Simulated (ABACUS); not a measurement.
# SnTe (Fm-3m) in ABACUS: a series of runs, part 2 of 2

ABACUS 3.10.1.

## (3) Equation of state, AM05, 29.40 Å³/atom (volume scaled by 0.94)

run_abacus.py reads:

```python
"""ABACUS run from a structure file: ASE reads it, the script writes STRU, KPT and INPUT."""
import re
import subprocess
from ase.io import read
from ase.units import Bohr

atoms = read("POSCAR")
atoms = atoms[(-atoms.numbers).argsort(kind="stable")]  # ABACUS lists atoms element by element
pseudo = {'Te': 'te_pbesol_v1.uspp.F.UPF', 'Sn': 'sn_pbesol_v1.4.uspp.F.UPF'}
orbital = {}
magmoms = None
kmesh = [6, 6, 6]
params = {
    'suffix': 'SnTe',
    'calculation': 'scf',
    'basis_type': 'pw',
    'pseudo_dir': './',
    'symmetry': 1,
    'dft_functional': 'GGA_X_AM05+GGA_C_AM05',
    'ecutwfc': 40,
    'pseudo_rcut': 10,
    'nspin': 1,
    'nbands': 14,
    'ks_solver': 'dav',
    'smearing_method': 'fd',
    'smearing_sigma': 0.00367493,
    'scf_thr': 1e-08,
    'scf_nmax': 100,
    'mixing_type': 'broyden',
    'mixing_beta': 0.7,
    'cal_force': 1,
    'cal_stress': 1,
    'ecutrho': 320,
    'kpar': 4,
}

symbols = atoms.get_chemical_symbols()
elements = list(dict.fromkeys(symbols))
lines = ["ATOMIC_SPECIES"] + [f"{e} {atoms.get_masses()[symbols.index(e)]:.4f} {pseudo[e]}" for e in elements]
if orbital:
    lines += ["", "NUMERICAL_ORBITAL"] + [orbital[e] for e in elements]
lines += ["", "LATTICE_CONSTANT", f"{1 / Bohr:.10f}", "", "LATTICE_VECTORS"]
lines += [" ".join(f"{x:.10f}" for x in v) for v in atoms.cell]
lines += ["", "ATOMIC_POSITIONS", "Direct"]
for e in elements:
    lines += ["", e, "0.0", str(symbols.count(e))]
    for i, p in enumerate(atoms.get_scaled_positions(wrap=False)):
        if symbols[i] == e:
            mag = "" if magmoms is None else " mag " + " ".join(str(x) for x in (magmoms[i] if isinstance(magmoms[i], list) else [magmoms[i]]))
            lines.append(" ".join(f"{x:.10f}" for x in p) + " 1 1 1" + mag)
open("STRU", "w").write("\n".join(lines) + "\n")
open("KPT", "w").write("K_POINTS\n0\nGamma\n%d %d %d 0 0 0\n" % tuple(kmesh))
open("INPUT", "w").write("INPUT_PARAMETERS\n" + "".join(f"{k:<20s}{v}\n" for k, v in params.items()))

done = subprocess.run(['mpirun', '-np', '4', 'abacus'])
if done.returncode:
    raise SystemExit(done.returncode)
log = open("OUT.SnTe/running_scf.log").read()
print("final energy (eV):", re.findall(r"FINAL_ETOT_IS (\S+)", log))
```

POSCAR reads:

```
SnTe
1.0
    0.0000000000      3.0865288906      3.0865288906
    3.0865288906      0.0000000000      3.0865288906
    3.0865288906      3.0865288906      0.0000000000
Te Sn
1 1
Direct
    0.5000000000      0.5000000000      0.5000000000
    0.0000000000      0.0000000000      0.0000000000
```

Potentials or basis: GBRV ultrasoft 1.5 PBEsol, plane waves.

Started as:

```
$ OMP_NUM_THREADS=1 python run_abacus.py > log
```

It took 14 s on 4 MPI ranks of Intel Xeon Platinum 8488C (Sapphire Rapids), shared host; peak memory 0.8 GiB.

The run converged. Its results:

```yaml
Free_energy: -2518.9333 eV
Pressure: 3.0 GPa
Band_gap_on_the_k_mesh: 0.30 eV, direct
```

Caveat: the potentials were made for another functional, which shifts forces and pressure; spin-orbit coupling is left out, which moves the levels of the heavy elements.

## (4) Equation of state, AM05, 30.03 Å³/atom (volume scaled by 0.96)

run_abacus.py is that of step 3.

POSCAR reads:

```
SnTe
1.0
    0.0000000000      3.1082657258      3.1082657258
    3.1082657258      0.0000000000      3.1082657258
    3.1082657258      3.1082657258      0.0000000000
Te Sn
1 1
Direct
    0.5000000000      0.5000000000      0.5000000000
    0.0000000000      0.0000000000      0.0000000000
```

Started as:

```
$ OMP_NUM_THREADS=1 python run_abacus.py > log
```

It took 15 s on 4 MPI ranks of Intel Xeon Platinum 8488C (Sapphire Rapids), shared host; peak memory 0.8 GiB.

The run converged. Its results:

```
Free energy            : -2518.9520 eV
Pressure               : 1.8 GPa
Band gap on the k mesh : 0.30 eV, direct
```

Caveat: the potentials were made for another functional, which shifts forces and pressure; spin-orbit coupling is left out, which moves the levels of the heavy elements.

## (5) Equation of state, AM05, 30.66 Å³/atom (volume scaled by 0.98)

run_abacus.py is that of step 4.

POSCAR reads:

```
SnTe
1.0
    0.0000000000      3.1297027185      3.1297027185
    3.1297027185      0.0000000000      3.1297027185
    3.1297027185      3.1297027185      0.0000000000
Te Sn
1 1
Direct
    0.5000000000      0.5000000000      0.5000000000
    0.0000000000      0.0000000000      0.0000000000
```

Started as:

```
$ OMP_NUM_THREADS=1 python run_abacus.py > log
```

Run time: 15 s. Hardware: 4 MPI ranks of Intel Xeon Platinum 8488C (Sapphire Rapids), shared host; peak memory 0.84 GiB.

Results (log left out):

* Free energy: -2518.9620 eV
* Pressure: 0.7 GPa
* Band gap on the k mesh: 0.23 eV, direct

Caveat: the potentials were made for another functional, which shifts forces and pressure; spin-orbit coupling is left out, which moves the levels of the heavy elements.

## (6) Equation of state, AM05, 31.28 Å³/atom

run_abacus.py is that of step 5.

POSCAR reads:

```
SnTe
1.0
    0.0000000000      3.1508500000      3.1508500000
    3.1508500000      0.0000000000      3.1508500000
    3.1508500000      3.1508500000      0.0000000000
Te Sn
1 1
Direct
    0.5000000000      0.5000000000      0.5000000000
    0.0000000000      0.0000000000      0.0000000000
```

Potentials or basis: GBRV ultrasoft 1.5 PBEsol, plane waves.

Started as:

```
$ OMP_NUM_THREADS=1 python run_abacus.py > log
```

It took 15 s on 4 MPI ranks of Intel Xeon Platinum 8488C (Sapphire Rapids), shared host; peak memory 0.84 GiB.

It converged, with:

| Item | Value |
| --- | --- |
| Free energy | -2518.9641 eV |
| Pressure | -0.2 GPa |
| Band gap on the k mesh | 0.16 eV, direct |

Caveat: the potentials were made for another functional, which shifts forces and pressure; spin-orbit coupling is left out, which moves the levels of the heavy elements.

## (7) Equation of state, AM05, 31.91 Å³/atom (volume scaled by 1.02)

run_abacus.py is that of step 6.

POSCAR reads:

```
SnTe
1.0
    0.0000000000      3.1717171644      3.1717171644
    3.1717171644      0.0000000000      3.1717171644
    3.1717171644      3.1717171644      0.0000000000
Te Sn
1 1
Direct
    0.5000000000      0.5000000000      0.5000000000
    0.0000000000      0.0000000000      0.0000000000
```

Started as:

```
$ OMP_NUM_THREADS=1 python run_abacus.py > log
```

It took 16 s on 4 MPI ranks of Intel Xeon Platinum 8488C (Sapphire Rapids), shared host; peak memory 0.84 GiB.

It converged, with:

- Free energy: -2518.9593 eV
- Pressure: -1.1 GPa
- Band gap on the k mesh: 0.09 eV, direct

Caveat: the potentials were made for another functional, which shifts forces and pressure; spin-orbit coupling is left out, which moves the levels of the heavy elements.

## (8) Equation of state, AM05, 32.53 Å³/atom (volume scaled by 1.04)

run_abacus.py is that of step 7.

POSCAR reads:

```
SnTe
1.0
    0.0000000000      3.1923133075      3.1923133075
    3.1923133075      0.0000000000      3.1923133075
    3.1923133075      3.1923133075      0.0000000000
Te Sn
1 1
Direct
    0.5000000000      0.5000000000      0.5000000000
    0.0000000000      0.0000000000      0.0000000000
```

Started as:

```
$ OMP_NUM_THREADS=1 python run_abacus.py > log
```

Run time: 16 s. Hardware: 4 MPI ranks of Intel Xeon Platinum 8488C (Sapphire Rapids), shared host; peak memory 0.84 GiB.

The run converged. Its results:

```yaml
Free_energy: -2518.9485 eV
Pressure: -1.8 GPa
Band_gap_on_the_k_mesh: 0.03 eV, direct
```

Caveat: the potentials were made for another functional, which shifts forces and pressure; spin-orbit coupling is left out, which moves the levels of the heavy elements.

## (9) Equation of state, AM05, 33.16 Å³/atom (volume scaled by 1.06)

run_abacus.py is that of step 8.

POSCAR reads:

```
SnTe
1.0
    0.0000000000      3.2126470615      3.2126470615
    3.2126470615      0.0000000000      3.2126470615
    3.2126470615      3.2126470615      0.0000000000
Te Sn
1 1
Direct
    0.5000000000      0.5000000000      0.5000000000
    0.0000000000      0.0000000000      0.0000000000
```

Potentials or basis: GBRV ultrasoft 1.5 PBEsol, plane waves.

Started as:

```
$ OMP_NUM_THREADS=1 python run_abacus.py > log
```

Run time: 18 s. Hardware: 4 MPI ranks of Intel Xeon Platinum 8488C (Sapphire Rapids), shared host; peak memory 0.88 GiB.

Results (log left out):

- Free energy: -2518.9323 eV
- Pressure: -2.4 GPa
- Band gap on the k mesh: 0.02 eV, direct

Caveat: the potentials were made for another functional, which shifts forces and pressure; spin-orbit coupling is left out, which moves the levels of the heavy elements.

## (10) Equation of state, AM05

This step only gathers the single runs of the series.

What came out:

| Item | Value |
| --- | --- |
| Equilibrium volume | 31.15 Å³/atom |
| Bulk modulus | 45 GPa |
| Pressure derivative of the bulk modulus | 5.1 |

Energy against volume, from the lowest point:
```csv
volume (Å³/atom),energy (meV/atom)
29.404,15.41
30.030,6.04
30.656,1.06
31.281,0.00
31.907,2.38
32.532,7.80
33.158,15.92
```

Caveat: the potentials were made for another functional, which shifts forces and pressure. The run has no spin-orbit coupling, so splittings on Te are missing.

## (11) Band structure, PBE

INPUT reads:

```
INPUT_PARAMETERS
suffix              SnTe
calculation         nscf
basis_type          pw
pseudo_dir          ./
symmetry            -1
dft_functional      pbe
ecutwfc             83.0
pseudo_rcut         10
nspin               1
nbands              25
ks_solver           dav
smearing_method     fd
smearing_sigma      0.00367493
scf_thr             1e-08
scf_nmax            100
mixing_type         broyden
mixing_beta         0.7
init_chg            file
pw_diag_thr         1e-07
out_band            1
kpar                4
```

STRU reads:

```
ATOMIC_SPECIES
Te 127.6000 52_Te_16_2.3_2.3_pbe_n_v1.0.upf
Sn 118.7100 50_Sn_14_2.5_3.0_pbe_n_v1.0.upf

LATTICE_CONSTANT
1.8897261246

LATTICE_VECTORS
0.0000000000 3.1508500000 3.1508500000
3.1508500000 0.0000000000 3.1508500000
3.1508500000 3.1508500000 0.0000000000

ATOMIC_POSITIONS
Direct

Te
0.0
1
0.5000000000 0.5000000000 0.5000000000 1 1 1

Sn
0.0
1
0.0000000000 0.0000000000 0.0000000000 1 1 1
```

KPT reads:

```
K_POINTS
12
Line
0.00000000 0.00000000 0.00000000 10 // G
0.50000000 0.00000000 0.50000000 10 // X
0.50000000 0.25000000 0.75000000 10 // W
0.37500000 0.37500000 0.75000000 10 // K
0.00000000 0.00000000 0.00000000 10 // G
0.50000000 0.50000000 0.50000000 10 // L
0.62500000 0.25000000 0.62500000 10 // U
0.50000000 0.25000000 0.75000000 10 // W
0.50000000 0.50000000 0.50000000 10 // L
0.37500000 0.37500000 0.75000000 1 // K
0.62500000 0.25000000 0.62500000 10 // U
0.50000000 0.00000000 0.50000000 1 // X
```

Potentials or basis: SPMS ONCV 1.0 PBE, plane waves.

Started as:

```
$ OMP_NUM_THREADS=1 mpirun -np 4 abacus > log
```

Wall time 16 s (4 MPI ranks of Intel Xeon Platinum 8488C (Sapphire Rapids), shared host); peak memory 0.64 GiB.

The run converged. Its results:

```yaml
Band_gap_along_the_path: 0.10 eV, direct
```

Levels at the corners of the path, in eV from the Fermi level:
```tsv
point	band 13	band 14	band 15	band 16	band 17	band 18
Γ	-2.20	-2.20	-2.20	3.32	3.32	3.32
X	-5.63	-3.80	-3.80	2.13	4.88	4.88
W	-4.88	-4.88	-0.88	0.79	4.59	4.59
K	-5.24	-3.30	-2.77	2.97	3.03	4.17
Γ	-2.20	-2.20	-2.20	3.32	3.32	3.32
L	-1.86	-1.86	-0.05	0.05	0.31	0.31
U	-5.24	-3.30	-2.77	2.97	3.03	4.17
W	-4.88	-4.88	-0.88	0.79	4.59	4.59
L	-1.86	-1.86	-0.05	0.05	0.31	0.31
K	-5.24	-3.30	-2.77	2.97	3.03	4.17
U	-5.24	-3.30	-2.77	2.97	3.03	4.17
X	-5.63	-3.80	-3.80	2.13	4.88	4.88
```

Caveat: the density is read from an earlier self-consistent run, whose mesh may be coarse; spin-orbit coupling is left out, which moves the levels of the heavy elements.

## (12) How close it comes

Step 2. Against the measured gap of SnTe, 0.18 eV (direct; 300 K; a printed reference work, textbook), the calculated 0.13 eV is off by -0.05 eV. Spin-orbit coupling on Sn, Te is left out. The value is that of AM05, without temperature or zero-point motion. Semilocal functionals fall short of measured gaps as a rule.

Step 11. Measured gap of SnTe: 0.18 eV (direct; 300 K; a printed reference work, textbook). This calculation gives 0.10 eV (-0.08 eV). Spin-orbit coupling on Sn, Te is left out. The value is that of PBE, without temperature or zero-point motion. Semilocal functionals fall short of measured gaps as a rule.
